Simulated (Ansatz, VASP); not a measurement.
# Al2O3 (Al2O3 (0001), 4 units) in two plane-wave programs

Wanted: the spread between two codes on one cell, functional and k mesh. Of the first pair: The structure shown is the start of the Ansatz relaxation below; VASP solves that cell, so the two are compared at the walk's first step.

Program: Ansatz 0.2.0. Level of theory: plane waves, with VASP 6.6.1 beside it; single point at PBE. Results are calculated unless marked as measured.

## Step 1: The structure

The cell holds 20 atoms: 8 Al and 12 O. Its edges and angles: a = 4.759 Å, b = 4.759 Å, c = 40.150 Å, α = 90.0°, β = 90.0°, γ = 120.0°. It derives from Al2O3 (corundum Al2O3). Vacuum lies along c. The height across the vacuum is the one that the program set for its solve, not the one typed.

## Step 2: Ansatz: relaxation, PBE

Ansatz runs on its PAW soft_1 files.

The two programs are compared at the cell with which this relaxation starts, whose forces are those of its first step.

input.yaml

```yaml
crystal:
  lattice:
    - [4.759, 0.0, 0.0]
    - [-2.3795, 4.1214149, 0.0]
    - [0.0, 0.0, 26.17504]
  atoms:
    - { symbol: Al, position: [0.66666667, 0.33333333, 0.3438390161] }
    - { symbol: O, position: [0.306, 0.0, 0.3759314217] }
    - { symbol: O, position: [0.0, 0.306, 0.3759314217] }
    - { symbol: O, position: [0.694, 0.694, 0.3759314217] }
    - { symbol: Al, position: [0.33333333, 0.66666667, 0.4080238273] }
    - { symbol: Al, position: [0.0, 0.0, 0.4265514016] }
    - { symbol: O, position: [0.02733333, 0.66666667, 0.4586438072] }
    - { symbol: O, position: [0.33333333, 0.36066667, 0.4586438072] }
    - { symbol: O, position: [0.63933333, 0.97266667, 0.4586438072] }
    - { symbol: Al, position: [0.66666667, 0.33333333, 0.4907362128] }
    - { symbol: Al, position: [0.33333333, 0.66666667, 0.5092637872] }
    - { symbol: O, position: [0.97266667, 0.33333333, 0.5413561928] }
    - { symbol: O, position: [0.66666667, 0.63933333, 0.5413561928] }
    - { symbol: O, position: [0.36066667, 0.02733333, 0.5413561928] }
    - { symbol: Al, position: [0.0, 0.0, 0.5734485984] }
    - { symbol: Al, position: [0.66666667, 0.33333333, 0.5919761727] }
    - { symbol: O, position: [0.694, 0.0, 0.6240685783] }
    - { symbol: O, position: [0.0, 0.694, 0.6240685783] }
    - { symbol: O, position: [0.306, 0.306, 0.6240685783] }
    - { symbol: Al, position: [0.33333333, 0.66666667, 0.6561609839] }
  periodic: [true, true, false]
kpoints:
  mp_grid: { grid: [9, 9, 1] }
hamiltonian:
  xc: pbe
  pseudopotentials: { kind: paw, azcp: { folder: soft_1 } }
scf:
  occupations: { method: fermi_dirac, width: 0.05 }
relax:
  f_tol: 0.01
  max_steps: 90
  cell: {}
```

The run is started by

```sh
> ansatz run input.yaml --threads 4 --pin off --max-ram 8192MiB --backend cpu --events-out ev --progress --plain --runs-dir out
```

Numbers of over 12 decimals in the logs are rounded to 6 here.

What it wrote:

```text
Warning: crystal.periodic: the lattice vector that does not repeat stood 0.000° off the slab's normal, 26.175 Å along it as the deck builds it. The run solves the slab on a vector along the normal, 40.150 Å long, with every atom where it was (on the deck's vector they left 18.00 Å outside them, and the widest stretch free of ions among them is 0.84 Å). A fractional position that the run reports is one of the run's ce [...]
crystal.periodic: the lattice vector that does not repeat stood 0.000° off the slab's normal, 26.175 Å along it as the deck builds it. The run solves the slab on a vector along the normal, 40.150 Å long, with every atom where it was (on the deck's vector they left 18.00 Å outside them, and the widest stretch free of ions among them is 0.84 Å). A fractional position that the run reports is one of the run's cell, which [...]
[...]
SCF iter   2: F=—  HF=-11135.677885 eV  |F-HF|=—  |Δ(HF+E_count)|=   5.20e-5  Δρ=4.90e-5  dr2=1.26e-5  ethr=1.85e-7  ⟨swp⟩=2.5  Hψ=1714  notcnv=0  defer=1
SCF iter   3: F=—  HF=-11135.677771 eV  |F-HF|=—  |Δ(HF+E_count)|=   1.14e-4  Δρ=1.73e-5  dr2=2.20e-6  ethr=1.31e-8  ⟨swp⟩=3.7  Hψ=2381  notcnv=0  defer=1
SCF iter   4: F=—  HF=-11135.677771 eV  |F-HF|=—  |Δ(HF+E_count)|=   1.65e-7  Δρ=8.03e-6  dr2=3.19e-7  ethr=2.29e-9  ⟨swp⟩=2.7  Hψ=1845  notcnv=0  defer=1
SCF iter   5: F=-11135.677771 eV  HF=-11135.677771 eV  |F-HF|=5.65e-9  |Δ(HF+E_count)|=   2.01e-7  Δρ=8.92e-7  dr2=5.29e-9  ethr=4.24e-11  ⟨swp⟩=4.4  Hψ=5264  notcnv=0
SCF 13 converged in 5 iterations: F = -11135.677771 eV  dr2 = 5.29e-9
relax step  13: F+E_penalty+E_count = -11135.67777106 eV  Δ(F+E_penalty+E_count) = -2.528e-4 eV  max|allowed force component| = 1.017e-2 eV/Å  Δτ_max = 0.0021 Å  P = -0.005 N/m  Ω = 833.328 Å³  energy of the carried Pulay correction = -1.054e-3 eV  fix = [c, alpha, beta]  reactions: c -0.000 N/m  (5 SCF iters, dr2 threshold 4.07e-8 eV, accepted)
[...]
relax step  14: F+E_penalty+E_count = -11135.67780810 eV  Δ(F+E_penalty+E_count) = -3.704e-5 eV  max|allowed force component| = 2.045e-3 eV/Å  Δτ_max = 0.0009 Å  P = +0.001 N/m  Ω = 833.282 Å³  energy of the carried Pulay correction = -1.024e-3 eV  fix = [c, alpha, beta]  reactions: c +0.000 N/m  (5 SCF iters, dr2 threshold 6.46e-9 eV, accepted)
[...]
relax step  15: F+E_penalty+E_count = -11135.67872888 eV  Δ(F+E_penalty+E_count) = -9.208e-4 eV  max|allowed force component| = 2.045e-3 eV/Å  Δτ_max = 0.0000 Å  P = +0.005 N/m  Ω = 833.282 Å³  fix = [c, alpha, beta]  reactions: c +0.000 N/m  stress off target by 4.94e-3 N/m on what of the cell is left free  SCF on the basis re-selected at this cell (its energy is not comparable with the rows above)  (6 SCF iters)
basis re-selected at this cell: Δ(F+E_penalty+E_count) = -9.208e-4 eV, ΔP = +0.004 N/m vs the last step (what re-selecting the basis moved, of the pressure what is left beyond the Pulay correction that the steps carried, after the strain that the cell walked since its last selection, with what the two solves' SCF thresholds leave and, on support functions, any second-order correction that the steps lacked; it is no m [...]
SCF converged after 6 iterations
Free energy (F): -11135.678729 eV
Harris-Foulkes:  -11135.678729 eV  (|F-HF|=1.13e-7)
Internal energy: -11135.678729 eV  (E = F + TS)
E sigma→0 (E₀):  -11135.678729 eV
Fermi energy:    -4.348897 eV
--- Per-component energies (eV) ---
  E_band       = -1239.372751
  E_kinetic    = 2260.996195
  E_local      = -294850.881955  (includes V_loc(G=0)·N_el)
  E_nonlocal   = 702.104650
  E_hartree    = 146277.888409
  E_xc         = -1177.767215
  E_vxc        = -1352.697911  (∫ρ·V_xc dr)
  E_paw        = -5713.350581  (= ΣΔE_a)
  E_vpaw       = -554.679744  (= ΣTr[D̂ρ^β])
  E_aug_tail   = 0.009437  (compensation charges beyond the density's cutoff)
  E_ewald      = 141365.322331
  E_smearing   = -0.000000  (= −TS)
  E_closure    = 0.000000  (closes the sum)
  Σ components = -11135.678729   (vs F -11135.678729, Δ=0.00e0)
--- Forces (eV/Å), atoms counted from 1 ---
  atom   1  Al    -0.00000000     0.00000000     0.00074420
  atom   2  O     -0.00016203     0.00066826     0.00067187
  atom   3  O     -0.00049772    -0.00047445     0.00067187
  atom   4  O      0.00065975    -0.00019381     0.00067187
  atom   5  Al     0.00000000     0.00000000     0.00204451
  atom   6  Al    -0.00000000    -0.00000000    -0.00171639
  atom   7  O      0.00024869    -0.00036438     0.00009252
  atom   8  O      0.00019122     0.00039757     0.00009252
  atom   9  O     -0.00043991    -0.00003318     0.00009252
  atom  10  Al     0.00000000     0.00000000     0.00051236
  atom  11  Al    -0.00000000    -0.00000000    -0.00051236
  atom  12  O     -0.00024869     0.00036438    -0.00009252
  atom  13  O     -0.00019122    -0.00039757    -0.00009252
  atom  14  O      0.00043991     0.00003318    -0.00009252
  atom  15  Al     0.00000000     0.00000000     0.00171639
  atom  16  Al     0.00000000    -0.00000000    -0.00204451
  atom  17  O      0.00016203    -0.00066826    -0.00067187
  atom  18  O      0.00049772     0.00047445    -0.00067187
  atom  19  O     -0.00065975     0.00019381    -0.00067187
  atom  20  Al     0.00000000     0.00000000    -0.00074420
  max |Σ_I F_I| component: 9.22e-19 eV/Å
--- 2D stress c σ (N/m, compression-positive) ---
        0.004936      -0.000003       0.000000
        0.000003       0.004936       0.000000
        0.000000       0.000000       0.000000
  P = ½ c Tr σ = 0.0049 N/m
--- Relaxed structure (13 steps of the walk, 12 accepted, 2 SCFs on fresh bases) ---
  F+E_penalty+E_count = -11135.67872888 eV   max|allowed force component| = 2.045e-3 eV/Å   (the final SCF, on the basis selected at the relaxed cell)
  cell:  # Å, volume = 833.2816 Å³
    - [4.895391, 1.168966680664109e-18, 0]
    - [-2.447695, 4.239533, 0]
    - [0, 0, 40.150080]
  atoms:
    - { symbol: Al, position: [0.666667, 0.333333, 0.244488] }
    - { symbol: O, position: [0.310563, -0.012202, 0.245127] }
    - { symbol: O, position: [0.012202, 0.322765, 0.245127] }
    - { symbol: O, position: [0.677235, 0.689437, 0.245127] }
    - { symbol: Al, position: [0.333333, 0.666667, 0.265610] }
    - { symbol: Al, position: [0, 0, 0.273185] }
    - { symbol: O, position: [0.019910, 0.662140, 0.298386] }
    - { symbol: O, position: [0.337860, 0.357771, 0.298386] }
    - { symbol: O, position: [0.642229, 0.980090, 0.298386] }
    - { symbol: Al, position: [0.666667, 0.333333, 0.321147] }
    - { symbol: Al, position: [0.333333, 0.666667, 0.330783] }
    - { symbol: O, position: [0.980090, 0.337860, 0.353544] }
    - { symbol: O, position: [0.662140, 0.642229, 0.353544] }
    - { symbol: O, position: [0.357771, 0.019910, 0.353544] }
    - { symbol: Al, position: [0, 0, 0.378745] }
    - { symbol: Al, position: [0.666667, 0.333333, 0.386320] }
    - { symbol: O, position: [0.689437, 0.012202, 0.406803] }
    - { symbol: O, position: [-0.012202, 0.677235, 0.406803] }
    - { symbol: O, position: [0.322765, 0.310563, 0.406803] }
    - { symbol: Al, position: [0.333333, 0.666667, 0.407442] }
```

Reading the cycles: dr2 is the Hartree energy of the density residual (eV), the measure of convergence; HF is the Harris–Foulkes estimate of the energy, which meets the free energy F at convergence.

(Continued in part 2 of 3.)

[Lines on the potential files, build, host, timing and source positions are cut from VASP's logs without a mark.]

[Logs are printed without paths, hosts, clocks, repeated set-up lines and the standing remarks that a program may print on its own settings, such as how far it seeks lower states.]

[Hosts, paths, dates, database ids (printed as entryN), source tags and the programs' standing remarks are cut or masked in the printed files.]
